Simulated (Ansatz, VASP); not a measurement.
Two plane-wave programs on Au

INCAR

```
PREC = Accurate ; ENCUT = 520
EDIFF = 1E-7 ; ISMEAR = -1
SIGMA = 0.05 ; LREAL = F
LASPH = T ; NELM = 100
ALGO = Normal ; ISIF = 2
LWAVE = F ; LCHARG = F
GGA = PS ; IVDW = 12
NBANDS = 12
```

The input KPOINTS:

```
regular mesh
0
Gamma
  11 11 11
```

The input POSCAR:

```
Au
1.0
    0.0000000000      2.0617793868      2.0617793868
    2.0617793868      0.0000000000      2.0617793868
    2.0617793868      2.0617793868      0.0000000000
Au
1
Direct
    0.0000000000      0.0000000000      0.0000000000
```

Contents of input.yaml:

```yaml
crystal:
  lattice:
    - [0.0, 2.0617793868, 2.0617793868]
    - [2.0617793868, 0.0, 2.0617793868]
    - [2.0617793868, 2.0617793868, 0.0]
  atoms:
    - { symbol: Au, position: [0.0, 0.0, 0.0] }
hamiltonian:
  xc: pbesol
  pseudopotentials: { kind: paw }
  dispersion: d3bj
kpoints:
  mp_grid: { grid: [11, 11, 11] }
scf:
  occupations: { method: fermi_dirac, width: 0.05 }
output:
  forces: true
  stress: true
  eigenvalues: true
```

Alike in both runs: task single point; functional PBEsol; dispersion D3(BJ); k mesh 11 × 11 × 11; occupations fermi-dirac, width 0.05 eV; no spin polarisation.

```csv
,VASP,Ansatz
version,VASP 6.6.1,Ansatz 0.2.0
potentials or method,"VASP PAW PBE potentials, release 64 (Au)",Ansatz PAW
plane-wave cutoff (eV),520,420
valence electrons in the cell,11,19
```

|  | VASP | Ansatz | Ansatz less VASP |
| --- | --- | --- | --- |
| gap on the k mesh at the Fermi level (eV) | none | none | - |
| pressure (GPa) | -10.8 | -10.6 | +0.26 |
| dispersion energy (meV/atom) | -613.6 | -613.8 | -0.18 |

A gap of «none» marks a metal or a gap that the smearing closes. The two sets of potentials don't hold the same shells in valence.

Caveats: pairwise dispersion overbinds metals, which lowers pressure and volume; the PAW data sets were made with another functional, which shifts forces and pressure a little (VASP); the PAW data sets come from PBE, with cores solved anew for the run's functional, which leaves a small shift of forces and pressure (Ansatz). Spin-orbit coupling is left out, which matters for the levels of Au.
